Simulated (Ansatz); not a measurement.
# CuO (P1) in Ansatz: notebook, part 2 of 2

Ansatz 0.2.0. The steps go on from the part before.

**4. Relaxation of cell and atoms, PBEsol, target pressure 5 GPa, at which the enthalpy is minimised (atom 8 moved 0.30 Å)**

Contents of input.yaml:

```yaml
crystal:
  lattice:
    - [-2.34185, 1.7113, 0.0]
    - [0.85003, 0.0, -5.05787]
    - [-2.34185, -5.1339, 0.0]
  atoms:
    - { symbol: Cu, position: [0.24799691, 0.00060149, 0.24329664] }
    - { symbol: Cu, position: [0.74799691, 0.00060149, 0.74329664] }
    - { symbol: Cu, position: [0.99799691, 0.50060149, 0.49329664] }
    - { symbol: Cu, position: [0.49799691, 0.50060149, 0.99329664] }
    - { symbol: O, position: [0.70719691, 0.75060149, 0.28409664] }
    - { symbol: O, position: [0.20719691, 0.75060149, 0.78409664] }
    - { symbol: O, position: [0.78879691, 0.25060149, 0.20249664] }
    - { symbol: O, position: [0.30482166, 0.24578955, 0.75612355] }
hamiltonian:
  xc: pbesol
  pseudopotentials: { kind: paw }
kpoints:
  mp_grid: { grid: [9, 5, 5] }
scf:
  occupations: { method: fermi_dirac, width: 0.05 }
output:
  forces: true
  stress: true
  eigenvalues: true
relax:
  f_tol: 0.01
  max_steps: 40
  cell: { stress_tol: 0.05, p_target: 5.0 }
```

Started as:

```sh
$ ansatz run input.yaml --threads 4 --pin off --max-ram 11264MiB --backend cpu --events-out ev --progress --plain --runs-dir out
```

Run time: 9.5 min. Hardware: 4 threads of Arm Neoverse V1, shared host; peak memory 0.71 GiB.

Results (log left out):

- Free energy: -28593.0876 eV
- Relaxed volume: 10.35 Å³/atom
- Relaxed cell: a = 2.853 Å, b = 5.084 Å, c = 6.368 Å, α = 90.09°, β = 116.31°, γ = 90.08°
- Space group after relaxing (to 0.05 Å): P4_2/mmc (No. 131)
- Energy change on relaxing (the enthalpy is what falls): -68.3 meV/atom
- Ionic steps: 31
- Pressure after relaxing: 5.0 GPa
- Band gap on the k mesh: none (metal or under the smearing width)

Step by step:
| step | energy change (eV) | largest force (eV/Å) | volume (Å³) |
| --- | --- | --- | --- |
| 1 | 0.0000 | 2.4692 | 81.08 |
| 2 | -0.1743 | 1.7623 | 79.88 |
| 3 | -0.3858 | 0.0113 | 79.66 |
| 4 | -0.4046 | 0.0108 | 80.11 |
| 5 | -0.4226 | 0.0039 | 80.64 |
| 6 | -0.4275 | 0.0026 | 80.82 |
| 7 | -0.4270 | 0.0030 | 80.80 |
| 8 | -0.4446 | 0.0032 | 80.80 |
| 9 | -0.4768 | 0.0067 | 81.53 |
| 10 | -0.4997 | 0.0139 | 82.39 |
| 11 | -0.4897 | 0.0050 | 81.95 |
| 12 | -0.4893 | 0.0006 | 81.93 |
| 13 | -0.5035 | 0.0011 | 81.93 |
| 14 | -0.5193 | 0.0250 | 82.30 |
| 15 | -0.5253 | 0.0119 | 82.50 |
| 16 | -0.5254 | 0.0024 | 82.50 |
| 17 | -0.5322 | 0.0027 | 82.50 |
| 18 | -0.5350 | 0.0221 | 82.53 |
| 19 | -0.5393 | 0.0136 | 82.68 |
| 20 | -0.5407 | 0.0083 | 82.73 |
| 21 | -0.5397 | 0.0089 | 82.69 |
| 22 | -0.5419 | 0.0089 | 82.69 |
| 23 | -0.5440 | 0.0024 | 82.75 |
| 24 | -0.5443 | 0.0006 | 82.76 |
| 25 | -0.5449 | 0.0008 | 82.76 |
| 26 | -0.5452 | 0.0016 | 82.76 |
| 27 | -0.5454 | 0.0014 | 82.77 |
| 28 | -0.5456 | 0.0004 | 82.77 |
| 29 | -0.5458 | 0.0005 | 82.77 |
| 30 | -0.5460 | 0.0007 | 82.78 |
| 31 | -0.5462 | 0.0008 | 82.78 |

Final structure:
```
CELL_PARAMETERS angstrom
-2.01671 2.01168 -0.15450
0.40001 0.00230 -5.06799
-2.01842 -6.03738 -0.15167
ATOMIC_POSITIONS crystal
Cu 0.25000 0.00000 0.25000
Cu 0.75000 0.00000 0.75000
Cu 0.00000 0.50000 0.50000
Cu 0.50000 0.50000 0.00000
O 0.74999 0.74971 0.25050
O 0.24999 0.74971 0.75050
O 0.75001 0.25029 0.24950
O 0.25001 0.25029 0.74950
```

Levels at points of the mesh, in eV from the Fermi level:
```csv
k point,band 48,band 49,band 50,band 51,band 52,band 53
"(0.00, 0.00, 0.00)",-1.61,0.24,0.47,0.71,0.72,1.52
```

Caveat: the plane-wave basis is chosen anew once the cell has moved, so the energies of steps on either side of that aren't comparable; the pressure holds a Pulay correction of +0.7 GPa for the finite cutoff; the run has no spin polarisation, though such a crystal can be magnetic; semilocal functionals often make such compounds metallic where correlation or magnetic order opens a gap, which also shifts bond lengths; the PAW data sets come from PBE, with cores solved anew for the run's functional, which leaves a small shift of forces and pressure. Zero-point motion and thermal expansion aren't in these numbers.

**5. Relaxation of cell and atoms, PBEsol, target pressure 10 GPa, at which the enthalpy is minimised (atom 8 moved 0.30 Å)**

Changes to input.yaml since step 4:

```diff
@@ -25,2 +25,6 @@
   eigenvalues: true
+  write_density: true
+  write_potential: true
+  elf: true
+  volumetric_format: npy
 relax:
@@ -28,2 +32,2 @@
   max_steps: 40
-  cell: { stress_tol: 0.05, p_target: 5.0 }
+  cell: { stress_tol: 0.05, p_target: 10.0 }
```

Started as:

```sh
$ ansatz run input.yaml --threads 4 --pin off --max-ram 11264MiB --backend cpu --events-out ev --progress --plain --runs-dir out
```

It took 3.5 min on 4 threads of Arm Neoverse V1, shared host; peak memory 0.7 GiB.

The run converged. Its results:

```yaml
Free_energy: -28592.7780 eV
Relaxed_volume: 9.59 Å³/atom
Relaxed_cell: a = 2.832 Å, b = 5.032 Å, c = 5.645 Å, α = 94.21°, β = 104.06°, γ = 98.44°
Space_group_after_relaxing_to_0.05_Å: C2/c (No. 15)
Energy_change_on_relaxing_the_enthalpy_is_what_falls: -29.6 meV/atom
Ionic_steps: 11
Pressure_after_relaxing: 10.0 GPa
Band_gap_on_the_k_mesh: none (metal or under the smearing width)
```

Step by step:
```tsv
step	energy change (eV)	largest force (eV/Å)	volume (Å³)
1	0.0000	2.4692	81.08
2	-0.1240	1.8145	78.08
3	-0.1545	0.3154	75.44
4	-0.2754	0.0422	77.16
5	-0.2685	0.0010	77.00
6	-0.2585	0.0065	76.82
7	-0.2575	0.0020	76.80
8	-0.2568	0.0002	76.79
9	-0.2425	0.0010	76.79
10	-0.2371	0.0015	76.69
11	-0.2367	0.0016	76.69
```

Final structure:
```cif
data_structure
_symmetry_space_group_name_H-M 'P 1'
_symmetry_Int_Tables_number 1
_cell_length_a 2.8323
_cell_length_b 5.0321
_cell_length_c 5.6446
_cell_angle_alpha 94.214
_cell_angle_beta 104.060
_cell_angle_gamma 98.445
_cell_volume 76.69
loop_
_atom_site_label
_atom_site_type_symbol
_atom_site_fract_x
_atom_site_fract_y
_atom_site_fract_z
_atom_site_occupancy
Cu1 Cu 0.24999 0.00000 0.25000 1
Cu2 Cu 0.75001 0.00000 0.75000 1
Cu3 Cu 0.00009 0.50000 0.50001 1
Cu4 Cu 0.49991 0.50000 0.99999 1
O1 O 0.71213 0.74992 0.28767 1
O2 O 0.21215 0.74994 0.78767 1
O3 O 0.78786 0.25008 0.21233 1
O4 O 0.28786 0.25006 0.71233 1
```

Levels at points of the mesh, in eV from the Fermi level:
```
           k point  band 48  band 49  band 50  band 51  band 52  band 53
(0.00, 0.00, 0.00)    -1.58     0.02     0.25     0.25     0.95     1.86
```

Caveat: the plane-wave basis is chosen anew once the cell has moved, so the energies of steps on either side of that aren't comparable; the pressure holds a Pulay correction of +0.8 GPa for the finite cutoff; the run has no spin polarisation, though such a crystal can be magnetic; semilocal functionals often make such compounds metallic where correlation or magnetic order opens a gap, which also shifts bond lengths; the PAW data sets come from PBE, with cores solved anew for the run's functional, which leaves a small shift of forces and pressure.

**6. Overview**

```csv
cell,target pressure (GPa),gap on the mesh (eV),pressure (GPa)
relaxed from: atom 8 moved 0.30 Å,0,none,0.0
relaxed to 2 GPa from: atom 8 moved 0.30 Å,2,none,2.0
relaxed to 5 GPa from: atom 8 moved 0.30 Å,5,none,5.0
relaxed to 10 GPa from: atom 8 moved 0.30 Å,10,none,10.0
```

Alike in all rows: task relaxation of cell and atoms; level PBEsol; potentials or basis Ansatz PAW; no spin polarisation; k mesh 9 × 5 × 5; cutoff (eV) 420; smearing fermi-dirac 0.05 eV.

Caveats: the plane-wave basis is chosen anew once the cell has moved, so the energies of steps on either side of that aren't comparable; the run has no spin polarisation, though such a crystal can be magnetic; semilocal functionals often make such compounds metallic where correlation or magnetic order opens a gap, which also shifts bond lengths; the PAW data sets come from PBE, with cores solved anew for the run's functional, which leaves a small shift of forces and pressure.

Absolute energies hang on the potentials; compare differences alone.
